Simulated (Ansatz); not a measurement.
**Ti₅Si₃: what each run costs**

Cell: 16 atoms, space group P6_3/mcm, a = 7.465 Å, b = 7.465 Å, c = 5.162 Å, α = 90.00°, β = 90.00°, γ = 120.00°.

All runs are DFT with Ansatz 0.2.0 on 1 thread of Intel Xeon Platinum 8488C (Sapphire Rapids) (x86_64; 16 cores open to the job, memory cap 3.0 GiB, no GPU), a shared host.

(1) Rank the runs by wall time, shortest first.
A. relaxation of the ions, PBE, gradients read without the response of the cores, 420 eV, 5×5×7 k-points, smearing 0.05 eV
B. single point, PBE, gradients read without the response of the cores, 420 eV, 5×5×6 k-points, smearing 0.05 eV
C. single point at relaxed positions, r2SCAN, gradients read without the response of the cores, 500 eV, 5×5×7 k-points, smearing 0.05 eV

Answers

(1) B (29 s, 0.73 GiB), C (70 s, 1.4 GiB), A (2.3 min, 0.77 GiB).
